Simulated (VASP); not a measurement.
# NiO (F-43m) in VASP: a series of runs

The runs below take NiO through atomic charges, electron localisation function, with PBEsol, PBE.

Everything below comes from runs of VASP 6.6.1. Logs are shortened: lines on timing, memory, paths and dates and some standing lists are left out, and cuts for length are marked.

### Step 1. Starting point

The structure is cubic, space group F-43m (No. 216). Conventional cell: a = 4.481 Å, b = 4.481 Å, c = 4.481 Å, α = 90.00°, β = 90.00°, γ = 90.00°. Ni (site symmetry -43m) has 4 O at 1.94 Å as nearest neighbours. Around O (site symmetry -43m) lie 4 Ni at 1.94 Å.

The cell was built by a generator and needn't be a form met in nature.

### Step 2. Atomic charges, PBEsol, collinear spin, ferromagnetic start

INCAR

```
SYSTEM = NiO
PREC     = Accurate       ! precision mode
ENCUT    = 520            ! plane-wave cutoff, eV
EDIFF    = 1E-6           ! SCF threshold, eV
ISMEAR   = 0              ! smearing method
SIGMA    = 0.02           ! smearing width, eV
LREAL    = .False.        ! projectors in reciprocal space
LASPH    = .True.         ! aspherical terms in the spheres
NELM     = 150            ! most SCF steps
ALGO     = Fast           ! electronic algorithm
ISIF     = 2              ! what is computed and relaxed
LWAVE    = .False.        ! write WAVECAR
LCHARG   = .False.        ! write CHGCAR
ISPIN    = 2              ! spin polarisation
MAGMOM   = 1 0            ! initial moments
LORBIT   = 11             ! projections on sites
LMAXMIX  = 4              ! l up to which the mixer works
GGA      = PS             ! functional
```

KPOINTS

```
Automatic mesh
0
Gamma
  10 10 10
  0 0 0
```

POSCAR

```
NiO
1.0
    0.0000000000      2.2406300000      2.2406300000
    2.2406300000      0.0000000000      2.2406300000
    2.2406300000      2.2406300000      0.0000000000
Ni O
1 1
Direct
    0.0000000000      0.0000000000      0.0000000000
    0.7500000000      0.7500000000      0.7500000000
```

Potentials or basis: VASP PAW PBE potentials, release 64 (Ni, O).

Command:

```sh
$ cat potpaw_PBE.64/Ni/POTCAR potpaw_PBE.64/O/POTCAR > POTCAR
$ mpirun -np 1 vasp_std > vasp.out
```

OUTCAR:

```text
SYSTEM = NiO
   PREC = Accurate
   ENCUT = 520
   EDIFF = 1E-6
   ISMEAR = 0
   LREAL = .False.
   LASPH = .True.
   NELM = 150
   ISIF = 2
   ISPIN = 2
   LORBIT = 11
   GGA = PS

 ion  position               nearest neighbor table
   1  0.000  0.000  0.000-   2 1.94   2 1.94   2 1.94   2 1.94
   2  0.750  0.750  0.750-   1 1.94   1 1.94   1 1.94   1 1.94

  LATTYP: Found a face centered cubic cell.
 ALAT       =     4.4812600000

  Lattice vectors:

 A1 = (   0.0000000000,   2.2406300000,   2.2406300000)
 A2 = (   2.2406300000,   0.0000000000,   2.2406300000)
 A3 = (   2.2406300000,   2.2406300000,   0.0000000000)

Analysis of symmetry for initial positions (statically):
=====================================================================
 Subroutine PRICEL returns:
 Original cell was already a primitive cell.

 Routine SETGRP: Setting up the symmetry group for a
 face centered cubic supercell.

 Subroutine GETGRP returns: Found 24 space group operations
 (whereof 24 operations were pure point group operations)
 out of a pool of 48 trial point group operations.

The static configuration has the point symmetry T_d .

Analysis of symmetry for dynamics (positions and initial velocities):
=====================================================================
 Subroutine PRICEL returns:
 Original cell was already a primitive cell.

 Routine SETGRP: Setting up the symmetry group for a
 face centered cubic supercell.

 Subroutine GETGRP returns: Found 24 space group operations
 (whereof 24 operations were pure point group operations)
 out of a pool of 48 trial point group operations.

The dynamic configuration has the point symmetry T_d .

Analysis of structural, dynamic, and magnetic symmetry:
=====================================================================
 Subroutine PRICEL returns:
 Original cell was already a primitive cell.

 Routine SETGRP: Setting up the symmetry group for a
 face centered cubic supercell.

 Subroutine GETGRP returns: Found 24 space group operations
 (whereof 24 operations were pure point group operations)
 out of a pool of 48 trial point group operations.

The overall configuration has the point symmetry T_d .

 Subroutine INISYM returns: Found 24 space group operations
 (whereof 24 operations are pure point group operations),
 and found     1 'primitive' translations

----------------------------------------------------------------------------------------

                                     Primitive cell

  volume of cell :      22.4978

  direct lattice vectors                    reciprocal lattice vectors
     0.000000000  2.240630000  2.240630000    -0.223151524  0.223151524  0.223151524
     2.240630000  0.000000000  2.240630000     0.223151524 -0.223151524  0.223151524
     2.240630000  2.240630000  0.000000000     0.223151524  0.223151524 -0.223151524

  length of vectors
     3.168729334  3.168729334  3.168729334     0.386509778  0.386509778  0.386509778

  position of ions in fractional coordinates (direct lattice)
     0.000000000  0.000000000  0.000000000
     0.750000000  0.750000000  0.750000000

  ion indices of the primitive-cell ions
   primitive index   ion index
                 1           1
                 2           2

----------------------------------------------------------------------------------------

 KPOINTS: Automatic mesh

Automatic generation of k-mesh.
 Grid dimensions read from file:
 generate k-points for:   10   10   10

 Generating k-lattice:

  Cartesian coordinates                     Fractional coordinates (reciprocal lattice)
    -0.022315152  0.022315152  0.022315152     0.100000000  0.000000000  0.000000000
     0.022315152 -0.022315152  0.022315152     0.000000000  0.100000000  0.000000000
     0.022315152  0.022315152 -0.022315152     0.000000000  0.000000000  0.100000000

  Length of vectors
     0.038650978  0.038650978  0.038650978

  Shift w.r.t. Gamma in fractional coordinates (k-lattice)
     0.000000000  0.000000000  0.000000000

 Subroutine IBZKPT returns following result:
 ===========================================

 Found     47 irreducible k-points:

 Following reciprocal coordinates:
[... 35 lines left out ...]
   PREC   = accura    normal or accurate (medium, high low for compatibility)
   ISTART =      0    job   : 0-new  1-cont  2-samecut
   ICHARG =      2    charge: 1-file 2-atom 10-const
   ISPIN  =      2    spin polarized calculation?
   LNONCOLLINEAR =      F non collinear calculations
   LSORBIT =      F    spin-orbit coupling
   LASPH  =      T    aspherical Exc in radial PAW
   ENCUT  =  520.0 eV  38.22 Ry    6.18 a.u.   5.89  5.89  5.89*2*pi/ulx,y,z
   NELM   =    150;   NELMIN=  2; NELMDL= -5     # of ELM steps
   EDIFF  = 0.1E-05   stopping-criterion for ELM
   LREAL  =      F    real-space projection
   EDIFFG = 0.1E-04   stopping-criterion for IOM
   NSW    =      0    number of steps for IOM
   IBRION =     -1    ionic relax: 0-MD 1-quasi-New 2-CG
   NFREE  =      0    steps in history (QN), initial steepest desc. (CG)
   ISIF   =      2    stress and relaxation
   ISYM   =      2    0-nonsym 1-usesym 2-fastsym
   POTIM  = 0.5000    time-step for ionic-motion
   TEBEG  =    0.0;   TEEND  =   0.0 temperature during run
   PSTRESS=    0.0 pullay stress
   NELECT =      16.0000    total number of electrons
   NUPDOWN=      -1.0000    fix difference up-down
   EMIN   =  10.00;   EMAX   =-10.00  energy-range for DOS
   EFERMI =   0.00;   METHOD = LEGACY
   ISMEAR =     0;   SIGMA  =   0.02  broadening in eV -4-tet -1-fermi 0-gaus
   EFERMI_NEDOS =   21; number of points for ismear=-14 and -15
   IALGO  =     68    algorithm
   IMIX   =      4    mixing-type and parameters
     AMIX     =   0.40;   BMIX     =  1.00
     AMIX_MAG =   1.60;   BMIX_MAG =  1.00
  volume/ion in A,a.u.               =      11.25        75.91
  Fermi-wavevector in a.u.,A,eV,Ry     =   1.461284  2.761427 29.053220  2.135351
  Thomas-Fermi vector in A             =   2.577634
   LORBIT       =     11    0 simple, 1 ext, 2 COOP (PROOUT), +10 PAW based schemes
   GGA     = PS    functional components
   LHFCALC =     F    Hartree Fock is set to
   AEXX    =    0.0000 exact exchange contribution
   IVDW    =     0    specifies the selected vdW correction
   LEPSILON=     F    determine dielectric tensor
   LRPA    =     F    only Hartree local field effects (RPA)
 spin polarized calculation
 RMM-DIIS sequential band-by-band and
 Gauss-broadening in eV      SIGMA  =   0.02
  energy-cutoff  :      520.00
  volume of cell :       22.50
 maximum number of plane-waves:       620
   NGX = 11   NGY = 11   NGZ = 11

 number of electron      16.0000007 magnetization       1.7948839

 Free energy of the ion-electron system (eV)
  ---------------------------------------------------
  ext. energy  EPLUGINS =         0.00000000
  ---------------------------------------------------
  free energy    TOTEN  =       -12.46504063 eV

  energy without entropy =      -12.46468323  energy(sigma->0) =      -12.46486193

 E-fermi :   5.3816     XC(G=0): -11.5090

 val. band max:        5.3781672020   @ k =   0.3000   0.0000   0.0000
 cond. band min:       5.3937760261   @ k =   0.2000   0.1000   0.0000
 fundamental gap:      0.0156088241
 Fermi energy:         5.3816059213

 spin component 1

 k-point     1 :       0.0000    0.0000    0.0000
  band No.  band energies     occupation
      1     -14.4885      1.00000
      2      -0.5588      1.00000
      3      -0.5588      1.00000
      4      -0.5588      1.00000
      5       3.0530      1.00000
      6       3.0530      1.00000
      7       5.6653      0.00000
      8       5.6653      0.00000
      9       5.6653      0.00000
     10       5.7770      0.00000
     11      19.5810      0.00000
     12      19.5810      0.00000
     13      19.5810      0.00000
[... 356 lines left out ...]
      2      -1.5412      1.00000
      3      -0.0530      1.00000
      4      -0.0057      1.00000
      5       2.5127      1.00000
      6       3.2574      1.00000
      7       3.7706      1.00000
      8       4.1928      1.00000
      9       4.4081      1.00000
     10      10.1422      0.00000
     11      15.7934      0.00000
     12      16.7158      0.00000
     13      19.5294      0.00000

 [... further k-points ...]

 spin component 2

 k-point     1 :       0.0000    0.0000    0.0000
  band No.  band energies     occupation
      1     -13.9260      1.00000
      2       0.3581      1.00000
      3       0.3581      1.00000
      4       0.3581      1.00000
      5       4.1373      1.00000
      6       4.1373      1.00000
      7       6.0604      0.00000
      8       7.1173      0.00000
      9       7.1173      0.00000
     10       7.1173      0.00000
     11      19.8276      0.00000
     12      19.8276      0.00000
     13      19.8276      0.00000
[... 356 lines left out ...]
      2      -0.9823      1.00000
      3       0.6997      1.00000
      4       0.7729      1.00000
      5       3.7544      1.00000
      6       4.3851      1.00000
      7       5.2113      1.00000
      8       5.7035      0.00000
      9       5.7940      0.00000
     10      10.5539      0.00000
     11      16.2786      0.00000
     12      16.9982      0.00000
     13      19.8789      0.00000

 [... further k-points ...]

------------------------ aborting loop because EDIFF is reached ----------------------------------------

  FORCE on cell =-STRESS in cart. coord.  units (eV):
  Direction    XX          YY          ZZ          XY          YZ          ZX
  --------------------------------------------------------------------------------------
  -------------------------------------------------------------------------------------
  Total       -1.1532168     -1.1532168     -1.1532168      0.0000000      0.0000000      0.0000000
  in kB      -82.1260799    -82.1260799    -82.1260799      0.0000000      0.0000000      0.0000000
  external PRESSURE =     -82.1260799 kB  Pullay stress =       0.0000000 kB

 VOLUME and BASIS-vectors are now :
 -----------------------------------------------------------------------------
  energy-cutoff  :      520.00
  volume of cell :       22.50
      direct lattice vectors                 reciprocal lattice vectors
     0.000000000  2.240630000  2.240630000    -0.223151524  0.223151524  0.223151524
     2.240630000  0.000000000  2.240630000     0.223151524 -0.223151524  0.223151524
     2.240630000  2.240630000  0.000000000     0.223151524  0.223151524 -0.223151524

 POSITION                                       TOTAL-FORCE (eV/Angst)
 -----------------------------------------------------------------------------------
      0.00000      0.00000      0.00000         0.000000      0.000000     -0.000000
      3.36095      3.36095      3.36095        -0.000000     -0.000000      0.000000
 -----------------------------------------------------------------------------------
    total drift:                                0.000000      0.000000      0.000000

  FREE ENERGIE OF THE ION-ELECTRON SYSTEM (eV)
  ---------------------------------------------------
  free  energy   TOTEN  =       -12.4650406305 eV

  energy  without entropy=      -12.4646832312  energy(sigma->0) =      -12.46486193

 total charge

# of ion       s       p       d       tot
------------------------------------------
    1        0.383   0.483   8.251   9.117
    2        1.552   3.389   0.000   4.941
--------------------------------------------------
tot          1.934   3.872   8.251  14.058

 magnetization (x)

# of ion       s       p       d       tot
------------------------------------------
    1        0.004   0.038   1.365   1.407
    2        0.015   0.320   0.000   0.335
--------------------------------------------------
tot          0.019   0.358   1.365   1.742
```

Run time: 11 s. Hardware: 1 thread of Intel Xeon 6975P-C (Granite Rapids), shared host; peak memory 0.15 GiB.

What came out:

```yaml
Free_energy: -12.4650 eV
Pressure: -8.2 GPa
Band_gap_on_the_k_mesh: none (metal or under the smearing width)
Net_moment: 1.79 μB per cell
Site_moments: Ni +1.41; O +0.34 μB
Valence_electrons_inside_the_program's_atomic_spheres: Ni 9.12; O 4.94
```

Caveat: the PAW data sets were made with another functional, which shifts forces and pressure a little; a cell with one magnetic atom can't hold antiferromagnetic order, which such compounds often take; semilocal functionals often make such compounds metallic where correlation or magnetic order opens a gap, which also shifts bond lengths. With open d or f shells a metallic result of PBEsol can be an artefact of self-interaction; +U or a hybrid may open a gap.

[end of part 1 of 2]
